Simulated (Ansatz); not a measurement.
# K2S: the cost of one run

Program: Ansatz 0.2.0. Level of theory: reference: DFT, HSE06, plane waves, PAW. These are calculated values, not measurements.

3 further runs of the same task are left out: 1 for a known fault of the program, 2 that didn't finish.

### Step 1. The starting structure

It takes space group Fm-3m (No. 225, cubic). Conventional cell: a = 7.405 Å, b = 7.405 Å, c = 7.405 Å, α = 90.00°, β = 90.00°, γ = 90.00°. K (site symmetry -43m) is surrounded by 4 S at 3.21 Å. S (site symmetry m-3m) is surrounded by 8 K at 3.21 Å.

As a file:

```cif
data_structure
_symmetry_space_group_name_H-M 'P 1'
_symmetry_Int_Tables_number 1
_cell_length_a 5.2364
_cell_length_b 5.2364
_cell_length_c 5.2364
_cell_angle_alpha 60.000
_cell_angle_beta 60.000
_cell_angle_gamma 60.000
_cell_volume 101.53
loop_
_atom_site_label
_atom_site_type_symbol
_atom_site_fract_x
_atom_site_fract_y
_atom_site_fract_z
_atom_site_occupancy
K1 K 0.25000 0.25000 0.25000 1
K2 K 0.75000 0.75000 0.75000 1
S1 S 0.00000 0.00000 0.00000 1
```

### Step 2. The reference run

The input, input.yaml:

```yaml
crystal:
  lattice:
    - [0.0, 3.7027186978, 3.7027186978]
    - [3.7027186978, 0.0, 3.7027186978]
    - [3.7027186978, 3.7027186978, 0.0]
  atoms:
    - { symbol: K, position: [0.25, 0.25, 0.25] }
    - { symbol: K, position: [0.75, 0.75, 0.75] }
    - { symbol: S, position: [0.0, 0.0, 0.0] }
kpoints:
  mp_grid: { grid: [4, 4, 4] }
hamiltonian:
  xc: hse06
scf:
  occupations: { method: fixed }
  n_extra_bands: 4
output:
  forces: true
  stress: true
  eigenvalues: true
  write_density: true
  write_potential: true
  elf: true
  volumetric_format: npy
```

Started as:

```
> ansatz run input.yaml --threads 4 --pin off --max-ram 3686MiB --backend cpu --events-out ev --progress --plain --runs-dir out
```

**Question.** How long does this run take on 4 threads of Arm Neoverse V1, shared host, and how much memory does it need?

About 8 s, with a peak of 1 GiB.
